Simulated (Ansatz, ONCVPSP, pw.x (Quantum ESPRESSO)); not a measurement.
**pw.x on sc O: one setting changed**

Potential: optimised norm-conserving Vanderbilt (ONCV), ONCVPSP 4.0.1.1 (patched build), PBE; core [He], reference 2s2 2p4; waves: 2s: rc 0.65 bohr, ncon 3, nbas 7, qcut 11.6 1/bohr, local; 2p: rc 1.95 bohr, ncon 5, nbas 10, qcut 7.7 1/bohr, 2 projectors, debl 3.6 Ha; d scattering state at 0.23 Ha: rc 1.85 bohr, ncon 3, nbas 7, qcut 5.9 1/bohr, 1 projector; local part: the s channel; core correction: none.

The reference run (k-mesh 16³, cutoffs 130/520 Ry, Fermi–Dirac 0.01 Ry, mixing_beta 0.4, conv_thr 1e-9, no spin) gives 0.76 GPa at 7.948 Å³/atom, where all-electron LAPW gives 0.50 GPa. This run, with its own iteration cap, changes nbnd to 15.

```
&control
  calculation='scf', prefix='x', pseudo_dir='./', outdir='./tmp', tstress=.true., disk_io='none'
/
&system
  ibrav=0, nat=1, ntyp=1, ecutwfc=130, ecutrho=520, nbnd=15,
  occupations='smearing', smearing='fd', degauss=0.01
/
&electrons
  conv_thr=1e-09, mixing_beta=0.4, electron_maxstep=70
/
ATOMIC_SPECIES
O 1.0 O.UPF
CELL_PARAMETERS angstrom
  1.99565724 0.00000000 0.00000000
  0.00000000 1.99565724 0.00000000
  0.00000000 0.00000000 1.99565724
ATOMIC_POSITIONS crystal
O 0.0000 0.0000 0.0000
K_POINTS automatic
16 16 16 0 0 0
```

```bash
pw.x < O.scf.in > O.scf.out
```

**Question.** How does the run end?

**Answer.** It converges in 7 iterations; the free energy moves by +0.0 meV/atom and the pressure by +0.01 GPa. The result is that of the reference run.

```
Message from routine setup:
     using ibrav=0 with symmetry is DISCOURAGED, use correct ibrav instead
     lattice parameter (alat)  =       3.7712  a.u.
     unit-cell volume          =      53.6358 (a.u.)^3
     number of electrons       =         6.00
     number of Kohn-Sham states=           15
     kinetic-energy cutoff     =     130.0000  Ry
     charge density cutoff     =     520.0000  Ry
     scf convergence threshold =      1.0E-09
     Exchange-correlation= PBE
     number of k points=   165  Fermi-Dirac smearing, width (Ry)=  0.0100
     iteration #  1     ecut=   130.00 Ry     beta= 0.40
     total energy              =     -31.20235059 Ry
     estimated scf accuracy    <       0.00041618 Ry
     iteration #  2     ecut=   130.00 Ry     beta= 0.40
     total energy              =     -31.20249016 Ry
     estimated scf accuracy    <       0.00016109 Ry
     iteration #  3     ecut=   130.00 Ry     beta= 0.40
     total energy              =     -31.20250314 Ry
     estimated scf accuracy    <       0.00000008 Ry
     iteration #  4     ecut=   130.00 Ry     beta= 0.40
     total energy              =     -31.20250325 Ry
     estimated scf accuracy    <       0.00000003 Ry
     iteration #  5     ecut=   130.00 Ry     beta= 0.40
     total energy              =     -31.20250327 Ry
     estimated scf accuracy    <          3.0E-09 Ry
     iteration #  6     ecut=   130.00 Ry     beta= 0.40
     total energy              =     -31.20250327 Ry
     estimated scf accuracy    <          1.0E-09 Ry
     iteration #  7     ecut=   130.00 Ry     beta= 0.40
     the Fermi energy is     5.7456 ev
!    total energy              =     -31.20250327 Ry
     estimated scf accuracy    <          3.3E-11 Ry
     smearing contrib. (-TS)   =      -0.00261208 Ry
     The total energy is F=E-TS. E is the sum of the following terms:
     one-electron contribution =      -2.49039463 Ry
     hartree contribution      =       4.95859881 Ry
     xc contribution           =      -6.58348740 Ry
     ewald contribution        =     -27.08460798 Ry
     convergence has been achieved in   7 iterations
          total   stress  (Ry/bohr**3)                   (kbar)     P=        7.72
     Message from routine punch:
     Nothing written, as per user request (disk_io='none')
```

The run took about 55 s on one core of a shared host (Neoverse-N1, 64 threads, 124 GiB, load 52).
